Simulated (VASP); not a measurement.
# Ca (Im-3m) in VASP: settings compared, part 2 of 2

VASP 6.6.1.

## Step 4: Relaxation of cell and atoms, BLYP+D4

INCAR reads:

```
AGGAC = 1.0
AGGAX = 1.0
ALDAC = 0.0
ALDAX = 1.0
ALGO = Normal
EDIFF = 1E-7
EDIFFG = -0.005
ENCUT = 600
GGA = B5
IBRION = 2
ISIF = 3
ISMEAR = -1
IVDW = 13
LASPH = T
LCHARG = F
LREAL = F
LWAVE = F
NELM = 60
NSW = 40
PREC = Accurate
SIGMA = 0.05
VDW_A1 = 0.44488865
VDW_A2 = 4.0933009
VDW_S6 = 1.0
VDW_S8 = 2.34076671
```

KPOINTS reads:

```
k-points
0
Gamma
  8 8 8
```

POSCAR reads:

```
Ca
1.0
   -2.2400000000      2.2400000000      2.2400000000
    2.2400000000     -2.2400000000      2.2400000000
    2.2400000000      2.2400000000     -2.2400000000
Ca
1
Direct
    0.0000000000      0.0000000000      0.0000000000
```

The run is started by

```bash
$ cat potpaw_PBE.64/Ca_sv/POTCAR > POTCAR
$ mpirun -np 1 vasp_std > vasp.out
```

Wall time 1.9 min (1 thread of Intel Xeon 6975P-C (Granite Rapids), shared host); peak memory 0.19 GiB.

Results (log left out):

- Free energy: -1.5624 eV
- Relaxed volume: 40.02 Å³/atom
- Relaxed cell: a = 3.732 Å, b = 3.732 Å, c = 3.732 Å, α = 109.47°, β = 109.47°, γ = 109.47°
- Space group after relaxing (to 0.05 Å): Im-3m (No. 229)
- Energy gained by relaxing: 34.6 meV/atom
- Ionic steps: 14
- Pressure after relaxing: 0.0 GPa
- Band gap on the k mesh: none (metal or under the smearing width)
- Dispersion energy per atom: -0.336 eV

Step by step:
```tsv
step	energy change (eV)	largest force (eV/Å)	pressure (GPa)	volume (Å³)
1	0.0000	0.0000	-1.82	44.96
2	-0.0281	0.0000	-0.93	41.72
3	0.1520	0.0000	0.65	39.38
4	-0.0341	0.0000	-0.42	40.30
5	-0.0289	0.0000	52.23	39.93
6	-0.0343	0.0000	-0.39	40.21
7	-0.0346	0.0000	-0.31	40.07
8	-0.0346	0.0000	1.26	39.99
9	-0.0346	0.0000	-0.28	40.05
10	-0.0346	0.0000	-0.23	40.04
11	-0.0346	0.0000	0.31	40.01
12	-0.0346	0.0000	-0.11	40.03
13	-0.0346	0.0000	0.04	40.02
14	-0.0346	0.0000	-0.01	40.02
```

Final structure:
```
CELL_PARAMETERS angstrom
-2.15482 2.15482 2.15482
2.15482 -2.15482 2.15482
2.15482 2.15482 -2.15482
ATOMIC_POSITIONS crystal
Ca 0.00000 0.00000 0.00000
```

Levels at points of the mesh, in eV from the Fermi level:
| k point | band 1 | band 2 | band 3 | band 4 | band 5 | band 6 | band 7 | band 8 | band 9 |
| --- | --- | --- | --- | --- | --- | --- | --- | --- | --- |
| (0.00, 0.00, 0.00) | -41.90 | -22.93 | -22.93 | -22.93 | -4.09 | 2.20 | 2.20 | 2.20 | 3.27 |
| (0.50, 0.00, 0.00) | -41.88 | -23.10 | -22.99 | -22.93 | -0.94 | 0.14 | 1.23 | 3.19 | 3.55 |
| (0.50, 0.50, 0.50) | -41.87 | -23.06 | -23.06 | -23.06 | -0.07 | -0.07 | 4.12 | 4.12 | 4.12 |

Caveat: the PAW data sets were made with another functional, which shifts forces and pressure a little; pairwise dispersion overbinds metals, which lowers pressure and volume.

## Step 5: Relaxation of cell and atoms, PBEsol

INCAR reads:

```
PREC = Accurate
ENCUT = 600
EDIFF = 1E-7
ISMEAR = -1
SIGMA = 0.05
LREAL = F
LASPH = T
NELM = 80
ALGO = Normal
ISIF = 3
LWAVE = F
LCHARG = F
GGA = PS
IBRION = 2
NSW = 40
EDIFFG = -0.01
PSTRESS = 0
```

KPOINTS reads:

```
Automatic mesh
0
Gamma
  8 8 8
```

POSCAR is that of step 4.

Potentials or basis: VASP PAW PBE potentials, release 64 (Ca_sv).

The run is started by

```bash
$ cat potpaw_PBE.64/Ca_sv/POTCAR > POTCAR
$ mpirun -np 1 vasp_std > vasp.out
```

OUTCAR:

```text
PREC = Accurate
   ENCUT = 600
   EDIFF = 1E-7
   ISMEAR = -1
   LREAL = F
   LASPH = T
   NELM = 80
   ISIF = 3
   GGA = PS
   IBRION = 2
   NSW = 40
   EDIFFG = -0.01
   PSTRESS = 0

 ion  position               nearest neighbor table
   1  0.000  0.000  0.000-

  LATTYP: Found a body centered cubic cell.
 ALAT       =     4.4800000000

  Lattice vectors:

 A1 = (  -2.2400000000,   2.2400000000,   2.2400000000)
 A2 = (   2.2400000000,  -2.2400000000,   2.2400000000)
 A3 = (   2.2400000000,   2.2400000000,  -2.2400000000)

Analysis of symmetry for initial positions (statically):
=====================================================================
 Subroutine PRICEL returns:
 Original cell was already a primitive cell.

 Routine SETGRP: Setting up the symmetry group for a
 body centered cubic supercell.

 Subroutine GETGRP returns: Found 48 space group operations
 (whereof 48 operations were pure point group operations)
 out of a pool of 48 trial point group operations.

The static configuration has the point symmetry O_h .

Analysis of symmetry for dynamics (positions and initial velocities):
=====================================================================
[... 165 lines left out ...]
  Total       -0.4258568     -0.4258568     -0.4258568      0.0000000     -0.0000000      0.0000000
  in kB      -15.1764480    -15.1764480    -15.1764480      0.0000000     -0.0000000      0.0000000
  external PRESSURE =     -15.1764480 kB  Pullay stress =       0.0000000 kB
[... 92 lines left out ...]
--------------------------------------- Ionic step        4  -------------------------------------------

 number of electron      10.0000002 magnetization

 Free energy of the ion-electron system (eV)
  ---------------------------------------------------
  ext. energy  EPLUGINS =         0.00000000
  ---------------------------------------------------
  free energy    TOTEN  =        -2.12310830 eV

  energy without entropy =       -2.11023811  energy(sigma->0) =       -2.11667321

 E-fermi :   2.0897     XC(G=0):  -7.9424

 val. band max:        2.0832743431   @ k =   0.5000   0.5000   0.2500
 cond. band min:       2.0926523492   @ k =   0.5000   0.5000   0.3750
 fundamental gap:      0.0093780060
 Fermi energy:         2.0896736844

 k-point     1 :       0.0000    0.0000    0.0000
  band No.  band energies     occupation
      1     -39.6654      2.00000
      2     -20.6510      2.00000
      3     -20.6510      2.00000
      4     -20.6510      2.00000
      5      -2.0469      2.00000
      6       4.4535      0.00000
      7       4.4535      0.00000
      8       4.4535      0.00000
      9       5.5705      0.00000
[... 265 lines left out ...]
 k-point    24 :      -0.3750    0.3750    0.2500
  band No.  band energies     occupation
      1     -39.6422      2.00000
      2     -20.7753      2.00000
      3     -20.7300      2.00000
      4     -20.7131      2.00000
      5       1.0750      2.00000
      6       2.8126      0.00000
      7       4.3040      0.00000
      8       4.5021      0.00000
      9       5.6590      0.00000

 [... further k-points ...]
[... 5 lines left out ...]
  --------------------------------------------------------------------------------------
  -------------------------------------------------------------------------------------
  Total        0.0004544      0.0004544      0.0004544      0.0000000     -0.0000000      0.0000000
  in kB        0.0179912      0.0179912      0.0179912      0.0000000     -0.0000000      0.0000000
  external PRESSURE =       0.0179912 kB  Pullay stress =       0.0000000 kB
[... 16 lines left out ...]
  FREE ENERGIE OF THE ION-ELECTRON SYSTEM (eV)
  ---------------------------------------------------
  free  energy   TOTEN  =        -2.1231083045 eV

  energy  without entropy=       -2.1102381122  energy(sigma->0) =       -2.11667321

 reached required accuracy - stopping structural energy minimisation
```

CONTCAR:

```text
Ca
   1.00000000000000
    -2.1627147911182960    2.1627147911182960    2.1627147911182960
     2.1627147911182960   -2.1627147911182960    2.1627147911182960
     2.1627147911182960    2.1627147911182960   -2.1627147911182960
  Ca
     1
Direct
     0.0000000000000000    1.0000000000000000    0.0000000000000000

  0.00000000E+00  0.00000000E+00  0.00000000E+00
```

Run time: 19 s. Hardware: 1 thread of Intel Xeon 6975P-C (Granite Rapids), shared host; peak memory 0.19 GiB.

What came out:

```yaml
Free_energy: -2.1231 eV
Relaxed_volume: 40.46 Å³/atom
Relaxed_cell: a = 3.746 Å, b = 3.746 Å, c = 3.746 Å, α = 109.47°, β = 109.47°, γ = 109.47°
Space_group_after_relaxing_to_0.05_Å: Im-3m (No. 229)
Energy_gained_by_relaxing: 22.6 meV/atom
Ionic_steps: 4
Pressure_after_relaxing: 0.0 GPa
Band_gap_on_the_k_mesh: none (metal or under the smearing width)
```

Step by step:
```csv
step,energy change (eV),largest force (eV/Å),pressure (GPa),volume (Å³)
1,0.0000,0.0000,-1.52,44.96
2,-0.0188,0.0000,-0.67,42.24
3,-0.0226,0.0000,-0.07,40.63
4,-0.0226,0.0000,0.00,40.46
```

Final structure:
```xyz
1
Lattice="-2.1627 2.1627 2.1627 2.1627 -2.1627 2.1627 2.1627 2.1627 -2.1627" Properties=species:S:1:pos:R:3 pbc="T T T"
Ca    2.1627   -2.1627    2.1627
```

Levels at points of the mesh, in eV from the Fermi level:
| k point | band 1 | band 2 | band 3 | band 4 | band 5 | band 6 | band 7 | band 8 | band 9 |
| --- | --- | --- | --- | --- | --- | --- | --- | --- | --- |
| (0.00, 0.00, 0.00) | -41.76 | -22.74 | -22.74 | -22.74 | -4.14 | 2.36 | 2.36 | 2.36 | 3.48 |
| (0.50, 0.00, 0.00) | -41.74 | -22.91 | -22.80 | -22.74 | -0.92 | 0.03 | 1.35 | 3.38 | 3.77 |
| (0.50, 0.50, 0.50) | -41.72 | -22.86 | -22.86 | -22.86 | 0.02 | 0.02 | 4.10 | 4.10 | 4.10 |

Caveat: the PAW data sets were made with another functional, which shifts forces and pressure a little.

## Step 6: Summary

| level | gap on the mesh (eV) | pressure (GPa) | relaxed volume (Å³/atom) |
| --- | --- | --- | --- |
| BLYP+D3 | none | 0.0 | 41.93 |
| BLYP+D3(BJ) | none | 0.0 | 36.98 |
| BLYP+D4 | none | 0.0 | 40.02 |
| PBEsol | none | 0.0 | 40.46 |

Alike in all rows: task relaxation of cell and atoms; potentials or basis VASP PAW PBE potentials, release 64 (Ca_sv); no spin polarisation; cell relaxed; k mesh 8 × 8 × 8; cutoff (eV) 600; smearing fermi-dirac 0.05 eV.

Caveats: the PAW data sets were made with another functional, which shifts forces and pressure a little; pairwise dispersion overbinds metals, which lowers pressure and volume (some runs); the volume moved by over 15 % at a fixed basis, so the end points are rough (some runs).

Total energies depend on the potentials used, so only differences within one code and one set of settings carry meaning.
